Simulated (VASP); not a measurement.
## W: band structure with PBE

The system is W.

```
W
1.0
    -1.57761    1.57761    1.57761
     1.57761   -1.57761    1.57761
     1.57761    1.57761   -1.57761
W
1
Direct
  0.00000 0.00000 0.00000
```

```
Program                : VASP 6.6.1
Task                   : band structure
Functional             : PBE
Potentials or basis    : VASP PAW PBE potentials, release 64 (W_sv)
Cutoff                 : 520 eV
k mesh                 : 16 × 16 × 16
Occupations            : methfessel-paxton, width 0.1 eV
Spin                   : no spin polarisation
Further INCAR settings : ALGO = Normal; EDIFF = 1e-07
```

* Pressure: 8.9 GPa
* Band gap along the path: none (metal or under the smearing width)

Levels at the corners of the path, in eV from the Fermi level:
| point | band 4 | band 5 | band 6 | band 7 | band 8 | band 9 | band 10 | band 11 |
| --- | --- | --- | --- | --- | --- | --- | --- | --- |
| Γ | -37.76 | -9.74 | -1.29 | -1.29 | -1.29 | 2.24 | 2.24 | 14.49 |
| H | -38.69 | -5.96 | -5.96 | 5.19 | 5.19 | 5.19 | 8.27 | 8.27 |
| H | -38.69 | -5.96 | -5.96 | 5.19 | 5.19 | 5.19 | 8.27 | 8.27 |
| N | -37.77 | -6.39 | -3.66 | 0.66 | 2.14 | 3.13 | 6.19 | 11.19 |
| N | -37.77 | -6.39 | -3.66 | 0.66 | 2.14 | 3.13 | 6.19 | 11.19 |
| Γ | -37.76 | -9.74 | -1.29 | -1.29 | -1.29 | 2.24 | 2.24 | 14.49 |
| Γ | -37.76 | -9.74 | -1.29 | -1.29 | -1.29 | 2.24 | 2.24 | 14.49 |
| P | -38.43 | -3.03 | -3.03 | -3.03 | 3.30 | 3.30 | 6.67 | 12.32 |
| P | -38.43 | -3.03 | -3.03 | -3.03 | 3.30 | 3.30 | 6.67 | 12.32 |
| H | -38.69 | -5.96 | -5.96 | 5.19 | 5.19 | 5.19 | 8.27 | 8.27 |
| P | -38.43 | -3.03 | -3.03 | -3.03 | 3.30 | 3.30 | 6.67 | 12.32 |
| N | -37.77 | -6.39 | -3.66 | 0.66 | 2.14 | 3.13 | 6.19 | 11.19 |

Wall time 13 s on 1 thread of Intel(R) Xeon(R) 6975P-C (Granite Rapids) (shared host), peak memory 0.16 GiB.

Caveat: spin-orbit coupling is left out, which moves the levels of the heavy elements.
